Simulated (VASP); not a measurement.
# Cd3Si4P8 (a cell with a defect) in VASP: notebook, part 2 of 2

VASP 6.6.1. Earlier steps stand in the parts before.

## 3. Single point, PBE (Cd vacancy, atoms relaxed)

Input file INCAR:

```
ALGO = Fast
EDIFF = 1E-6
ENCUT = 520
GGA = PE
ISIF = 2
ISMEAR = 0
LASPH = True
LCHARG = False
LREAL = Auto
LWAVE = False
NBANDS = 59
NELM = 80
PREC = Accurate
SIGMA = 0.05
```

Input file KPOINTS:

```
k-points
0
Gamma
  4 4 4
```

Input file POSCAR:

```
Cd3Si4P8
1.0
    2.8622470520     -2.8622470520      5.2898076000
    2.8622470520     -2.8622470520     -5.2898076000
    5.7244941039      5.7244941039      0.0000000000
Cd Si P
3 4 8
Direct
    0.5021523896     -0.0021523896      0.7500000000
    0.4998841003      0.4985493034      0.4876331058
    0.0014506966      0.0001158997      0.0123668942
    0.0071578632      0.0083546987      0.4987568347
    0.4916453013      0.4928421368      0.0012431653
    0.5043449399      0.9956550601      0.2500000000
   -0.0031830070      0.5031830070      0.7500000000
    0.6149826324      0.3463496700      0.2226206742
    0.1022592262      0.8599837185      0.7321742695
    0.6029065333      0.8459594294      0.0222424558
    0.0969247585      0.3682326164      0.5134754573
    0.1536503300      0.8850173676      0.2773793258
    0.6400162815      0.3977407738      0.7678257305
    0.6540405706      0.8970934667      0.4777575442
    0.1317673836      0.4030752415      0.9865245427
```

Potentials or basis: VASP PAW PBE potentials, release 64 (Cd, Si, P).

On the command line:

```sh
$ cat potpaw_PBE.64/Cd/POTCAR potpaw_PBE.64/Si/POTCAR potpaw_PBE.64/P/POTCAR > POTCAR
$ mpirun -np 1 vasp_std > vasp.out
```

OUTCAR:

```text
EDIFF = 1E-6
   ENCUT = 520
   GGA = PE
   ISIF = 2
   ISMEAR = 0
   LASPH = True
   LREAL = Auto
   NELM = 80
   PREC = Accurate

 ion  position               nearest neighbor table
   1  0.502  0.998  0.750-   9 2.58  13 2.58  10 2.59  14 2.59
   2  0.500  0.499  0.488-   8 2.57  14 2.59  11 2.60  13 2.61
   3  0.001  0.000  0.012-  12 2.57  10 2.59  15 2.60   9 2.61
   4  0.007  0.008  0.499-  14 2.28  12 2.29   9 2.30  11 2.32
   5  0.492  0.493  0.001-  10 2.28   8 2.29  13 2.30  15 2.32
   6  0.504  0.996  0.250-   8 2.27  12 2.27  10 2.27  14 2.27
   7  0.997  0.503  0.750-  11 2.29  15 2.29  13 2.30   9 2.30
   8  0.615  0.346  0.223-   6 2.27   5 2.29   2 2.57
   9  0.102  0.860  0.732-   4 2.30   7 2.30   1 2.58   3 2.61
  10  0.603  0.846  0.022-   6 2.27   5 2.28   3 2.59   1 2.59
  11  0.097  0.368  0.513-   7 2.29   4 2.32   2 2.60
  12  0.154  0.885  0.277-   6 2.27   4 2.29   3 2.57
  13  0.640  0.398  0.768-   5 2.30   7 2.30   1 2.58   2 2.61
[... 1691 lines left out ...]

  FORCE on cell =-STRESS in cart. coord.  units (eV):
  Direction    XX          YY          ZZ          XY          YZ          ZX
  --------------------------------------------------------------------------------------
  -------------------------------------------------------------------------------------
  Total       -3.2366646     -4.3454592     -4.9768992      0.0579854      0.0000000      0.0000000
  in kB      -14.9576780    -20.0817779    -22.9998673      0.2679694      0.0000000      0.0000000
  external PRESSURE =     -19.3464411 kB  Pullay stress =       0.0000000 kB

 VOLUME and BASIS-vectors are now :
 -----------------------------------------------------------------------------
  energy-cutoff  :      520.00
  volume of cell :      346.69
      direct lattice vectors                 reciprocal lattice vectors
     2.862247052 -2.862247052  5.289807600     0.087343963 -0.087343963  0.094521396
     2.862247052 -2.862247052 -5.289807600     0.087343963 -0.087343963 -0.094521396
     5.724494104  5.724494104  0.000000000     0.087343963  0.087343963  0.000000000

 POSITION                                       TOTAL-FORCE (eV/Angst)
 -----------------------------------------------------------------------------------
      8.58674     -0.00000     -2.62213        -0.000000     -0.000000     -0.000846
      5.64922     -0.06631      0.00706        -0.004985      0.006642     -0.002035
      0.07528      0.06631      0.00706         0.004985     -0.006642     -0.002035
      2.89953      2.81073     -0.00633        -0.000893      0.001940     -0.001430
      2.82496     -2.81073     -0.00633         0.000893     -0.001940     -0.001430
      5.72449     -2.86225     -2.59894        -0.000000     -0.000000     -0.016184
      8.58674     -0.00000      2.61123        -0.000000     -0.000000      0.007438
      4.02596     -1.47718      1.42102        -0.013659     -0.021520      0.014713
      6.94550      1.43715     -4.00822        -0.042576     -0.009255      0.003582
      4.27434     -4.01969     -1.28570        -0.001192      0.047572     -0.001153
      4.27078      1.60799     -1.43517        -0.011256      0.020253     -0.008882
      4.56078     -1.38507     -3.86879         0.013659      0.021520      0.014713
      7.36573      1.42510      1.28159         0.042576      0.009255      0.003582
      7.17465     -1.70481     -1.28570         0.001192     -0.047572     -0.001153
      7.17821      4.11650     -1.43517         0.011256     -0.020253     -0.008882
 -----------------------------------------------------------------------------------
    total drift:                                0.000000      0.000000     -0.000676

  FREE ENERGIE OF THE ION-ELECTRON SYSTEM (eV)
  ---------------------------------------------------
  free  energy   TOTEN  =       -67.6192525161 eV

  energy  without entropy=      -67.6098492184  energy(sigma->0) =      -67.61455087
```

OSZICAR:

```text
N       E                     dE             d eps       ncg     rms          rms(c)
DAV:   1     0.476963380827E+03    0.47696E+03   -0.40265E+04  2832   0.136E+03
DAV:   2    -0.349275930235E+02   -0.51189E+03   -0.49430E+03  3238   0.285E+02
DAV:   3    -0.692003495823E+02   -0.34273E+02   -0.33802E+02  3429   0.701E+01
DAV:   4    -0.699144162397E+02   -0.71407E+00   -0.71057E+00  3456   0.100E+01
DAV:   5    -0.699299659220E+02   -0.15550E-01   -0.15538E-01  3522   0.150E+00    0.155E+01
RMM:   6    -0.678289477193E+02    0.21010E+01   -0.47259E+00  2877   0.716E+00    0.116E+01
RMM:   7    -0.676325055132E+02    0.19644E+00   -0.29366E+00  3053   0.414E+00    0.359E+00
RMM:   8    -0.676391872129E+02   -0.66817E-02   -0.27104E-01  3255   0.173E+00    0.153E+00
RMM:   9    -0.676228979656E+02    0.16289E-01   -0.56540E-02  3283   0.817E-01    0.787E-01
RMM:  10    -0.676187127346E+02    0.41852E-02   -0.21732E-02  3221   0.468E-01    0.314E-01
RMM:  11    -0.676190261336E+02   -0.31340E-03   -0.46206E-03  3404   0.290E-01    0.113E-01
RMM:  12    -0.676192246077E+02   -0.19847E-03   -0.10203E-03  3376   0.116E-01    0.674E-02
RMM:  13    -0.676192429049E+02   -0.18297E-04   -0.30426E-04  3469   0.610E-02    0.418E-02
RMM:  14    -0.676192554021E+02   -0.12497E-04   -0.77044E-05  3559   0.297E-02    0.893E-03
RMM:  15    -0.676192523530E+02    0.30492E-05   -0.19496E-05  3054   0.147E-02    0.552E-03
RMM:  16    -0.676192525161E+02   -0.16317E-06   -0.38661E-06  2703   0.751E-03
   1 F= -.67619253E+02 E0= -.67614551E+02  d E =-.940330E-02
```

It took 5.3 min on 1 thread of Intel Xeon 6975P-C (Granite Rapids), shared host; peak memory 0.55 GiB.

What came out:

- Free energy: -67.6193 eV
- Pressure: -1.9 GPa
- Largest force: 0.048 eV/Å
- Band gap on the k mesh: none (metal or under the smearing width)

Forces in eV/Å, atoms in the order of the input:
```
Cd   0.000  0.000 -0.001
Cd  -0.005  0.007 -0.002
Cd   0.005 -0.007 -0.002
Si  -0.001  0.002 -0.001
Si   0.001 -0.002 -0.001
Si   0.000  0.000 -0.016
Si   0.000  0.000  0.007
P   -0.014 -0.022  0.015
P   -0.043 -0.009  0.004
P   -0.001  0.048 -0.001
P   -0.011  0.020 -0.009
P    0.014  0.022  0.015
P    0.043  0.009  0.004
P    0.001 -0.048 -0.001
P    0.011 -0.020 -0.009
```
